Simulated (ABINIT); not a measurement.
Wanted: the native input for an ABINIT 10.8.3 (patched build) run.

| Item | Value |
| --- | --- |
| Task | band structure |
| Functional | PBE |
| Potentials or basis | PseudoDojo NC SR PBE v0.5 stringent |
| Cutoff | 1034 eV |
| k mesh | 10 × 10 × 10 |
| Occupations | fermi-dirac, width 0.05 eV |
| Spin | no spin polarisation |

Crystal: BP.

```
P B
1.0
     0.00000    2.26900    2.26900
     2.26900    0.00000    2.26900
     2.26900    2.26900    0.00000
P B
1 1
Cartesian
  3.4035 3.4035 3.4035
  0.0000 0.0000 0.0000
```

These files were run (other wordings do the same):

run.abi

```
ndtset 2

pp_dirpath "./"
pseudos "P.upf, B.upf"

acell 3.208850573 3.208850573 3.208850573 Angstrom
rprim
     0.0000000000     0.7071067812     0.7071067812
     0.7071067812     0.0000000000     0.7071067812
     0.7071067812     0.7071067812     0.0000000000
ntypat 2
znucl 15 5
natom 2
typat 1 2
xred
     0.7500000000     0.7500000000     0.7500000000
     0.0000000000     0.0000000000     0.0000000000

ecut 38.0

ixc 11

occopt 3
tsmear 0.05 eV

nstep 100

iomode 3
prtwf 0
prteig 0
prtebands 0
prtden1 1

kptopt1 1
ngkpt1 10 10 10
nshiftk1 1
shiftk1 0.0 0.0 0.0
nband1 8
tolvrs1 1.0e-10

iscf2 -2
getden2 1
nband2 12
nbdbuf2 2
tolwfr2 1.0e-12
kptopt2 -9
ndivsm2 8
prteig2 1
prtvol2 -3
kptbounds2
     0.0000000000     0.0000000000     0.0000000000
     0.5000000000     0.0000000000     0.5000000000
     0.5000000000     0.2500000000     0.7500000000
     0.3750000000     0.3750000000     0.7500000000
     0.0000000000     0.0000000000     0.0000000000
     0.5000000000     0.5000000000     0.5000000000
     0.6250000000     0.2500000000     0.6250000000
     0.5000000000     0.2500000000     0.7500000000
     0.5000000000     0.5000000000     0.5000000000
     0.3750000000     0.3750000000     0.7500000000
```

Potentials or basis: PseudoDojo NC SR PBE v0.5 stringent.

Command:

```bash
$ abinit run.abi > log 2>&1
```

It gave:

```
Pressure                                              : 1.0 GPa
Band gap on the k mesh                                : 1.25 eV, indirect (least direct gap 3.41 eV)
Band gap along the path                               : 1.25 eV, indirect (least direct gap 3.41 eV)
Valence electrons inside the program's atomic spheres : P 2.92; B 2.71
```

Wall time 57 s on 1 thread of Arm Neoverse V2 (shared host), peak memory 0.11 GiB.
